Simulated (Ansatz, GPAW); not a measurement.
Given: the input of a run of Ansatz 0.2.0 on MnS. 

The input input.yaml:

```yaml
crystal:
  lattice:
    - [0.0, 2.6045, 2.6045]
    - [2.6045, 0.0, 2.6045]
    - [2.6045, 2.6045, 0.0]
  atoms:
    - { symbol: Mn, position: [0.0, 0.0, 0.0], spin: 4.0 }
    - { symbol: S, position: [0.5, 0.5, 0.5] }
kpoints:
  mp_grid: { grid: [9, 9, 9] }
scf:
  occupations: { method: gaussian, width: 0.015 }
hamiltonian:
  xc: pbe
  pseudopotentials: { kind: all_electron, lapw: { basis_error: 0.001 } }
magnetization:
  spin_polarized: true
output:
  forces: true
  stress: true
  eigenvalues: true
```

Potentials or basis: all-electron LAPW, scalar-relativistic.

Run with:

```console
$ ansatz run input.yaml --threads 2 --pin off --max-ram 6144MiB --backend cpu --events-out ev --progress --plain --runs-dir out
```

Question: Translate it to GPAW 26.7.0 (ASE script). Potentials or basis there: GPAW PAW data sets (gpaw-data 1.2.1), cutoff 600 eV.

Answer: As run (cutoffs and basis follow the program's own potentials, and thresholds, step limits or extra output files can differ):

File run.py:

```python
from ase import Atoms
from ase.dft.bandgap import bandgap
from ase.io import write
from ase.units import GPa
from gpaw import GPAW, PW

atoms = Atoms(['Mn', 'S'],
              cell=[[0.0, 2.6045, 2.6045],
                    [2.6045, 0.0, 2.6045],
                    [2.6045, 2.6045, 0.0]],
              scaled_positions=[[0.0, 0.0, 0.0],
                                [0.5, 0.5, 0.5]],
              pbc=True)
atoms.set_initial_magnetic_moments([4.0, 0.0])

calc = GPAW(mode=PW(600),
            xc='PBE',
            kpts={'size': (9, 9, 9), 'gamma': True},
            occupations={'name': 'methfessel-paxton', 'order': 0, 'width': 0.015},
            nbands=21,
            convergence={'density': 1e-05, 'energy': 1e-05},
            maxiter=150,
            txt='gpaw.txt')
atoms.calc = calc
energy = atoms.get_potential_energy()
forces = atoms.get_forces()
stress = atoms.get_stress()
calc.write('gs.gpw')
write('result.traj', atoms)
print(f'Energy: {energy:.6f} eV')
print('Forces (eV/A):')
print(forces.round(4))
print('Stress (GPa):', (stress / GPa).round(3))
print('Moments:', calc.get_magnetic_moments().round(3))
print('Fermi level:', round(calc.get_fermi_level(), 4), 'eV')
print(f'Gap: {bandgap(calc)[0]:.4f} eV, direct: {bandgap(calc, direct=True)[0]:.4f} eV')
```

Potentials or basis: GPAW PAW data sets (gpaw-data 1.2.1), pw.

Command:

```console
$ OMP_NUM_THREADS=1 python run.py
```

Both were run:

|  | Ansatz | GPAW |
| --- | --- | --- |
| Pressure | -2.8 GPa | -2.8 GPa |
| Net moment | 4.72 μB per cell | 4.71 μB per cell |

Where Ansatz's input types no cutoff or centring, it takes its own default and a Γ-centred mesh.

The magnetic state is the one that the start led to; the real crystal's order can differ.

Pressure is positive in compression.
